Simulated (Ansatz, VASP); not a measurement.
**BaTiO3 in VASP and in Ansatz**

Contents of INCAR:

```
SYSTEM = BaTiO3
ALGO     = Normal         ! electronic algorithm
EDIFF    = 1E-7           ! SCF threshold, eV
ENCUT    = 520            ! plane-wave cutoff, eV
GGA      = PS             ! functional
ISIF     = 2              ! what is computed and relaxed
ISMEAR   = -1             ! smearing method
LASPH    = .TRUE.         ! aspherical terms in the spheres
LCHARG   = .FALSE.        ! write CHGCAR
LREAL    = .FALSE.        ! projectors in reciprocal space
LWAVE    = .FALSE.        ! write WAVECAR
NBANDS   = 28             ! bands
NELM     = 80             ! most SCF steps
PREC     = Accurate       ! precision mode
SIGMA    = 0.05           ! smearing width, eV
```

Contents of KPOINTS:

```
k-points
0
G
  8 8 8
  0 0 0
```

The input POSCAR:

```
BaTiO3
1.0
    3.9841000000      0.0000000000      0.0000000000
    0.0000000000      2.8370500000      2.7604260000
    0.0000000000     -2.8370500000      2.7604260000
Ba Ti O
1 1 3
Direct
    0.0000000000      0.0000000000      0.0000000000
    0.5000000000      0.5079000000      0.5079000000
    0.0000000000      0.4921000000      0.4921000000
    0.5000000000      0.5025100000      0.9937100000
    0.5000000000      0.9937100000      0.5025100000
```

Input for Ansatz:

```yaml
crystal:
  lattice:
    - [3.9841, 0.0, 0.0]
    - [0.0, 2.83705, 2.760426]
    - [0.0, -2.83705, 2.760426]
  atoms:
    - { symbol: Ba, position: [0.0, 0.0, 0.0] }
    - { symbol: Ti, position: [0.5, 0.5079, 0.5079] }
    - { symbol: O, position: [0.0, 0.4921, 0.4921] }
    - { symbol: O, position: [0.5, 0.50251, 0.99371] }
    - { symbol: O, position: [0.5, 0.99371, 0.50251] }
kpoints:
  mp_grid: { grid: [8, 8, 8] }
  band_path:
    path:
      - [0.0, 0.0, 0.0]
      - [0.0, 0.5, -0.5]
      - [0.0, 0.5133218055, -0.4866781945]
      - [0.0, 0.4866781945, 0.4866781945]
      - [0.0, 0.0, 0.0]
      - [0.5, 0.0, 0.0]
      - [0.5, 0.4866781945, 0.4866781945]
      - [0.5, 0.5133218055, -0.4866781945]
      - [0.5, 0.5, -0.5]
    npoints: 5
scf:
  occupations: { method: fermi_dirac, width: 0.05 }
hamiltonian:
  xc: pbesol
  pseudopotentials: { kind: all_electron, lapw: { basis_error: 0.001 } }
output:
  forces: true
  stress: true
  eigenvalues: true
```

Change from the starting cell: zz strain of -3 %.

Alike in both runs: task single point; functional PBEsol; k mesh 8 × 8 × 8; occupations fermi-dirac, width 0.05 eV; no spin polarisation.

|  | VASP | Ansatz |
| --- | --- | --- |
| version | VASP 6.6.1 | Ansatz 0.2.0 |
| potentials or method | VASP PAW PBE potentials, release 64 (Ba_sv, Ti_sv, O) | all-electron LAPW, scalar-relativistic |
| plane-wave cutoff (eV) | 520 | see its input |

```csv
,VASP,Ansatz,Ansatz less VASP
gap on the k mesh at the Fermi level (eV),1.83,1.89,+0.062
pressure (GPa),3.0,0.9,-2.02
largest component of the traceless stress (GPa),4.29,4.13,-0.157
rms of the force components (eV/Å),0.060,0.061,+0.0005
```

Atom by atom the forces differ by 0.011 eV/Å (rms over components). Ansatz ran all-electron here, so the differences hold the error of VASP's frozen core and of both bases.

Caveats: the PAW data sets were made with another functional, which shifts forces and pressure a little (VASP); spin-orbit coupling is left out, which moves the levels of the heavy elements. A k mesh can miss the band edges.
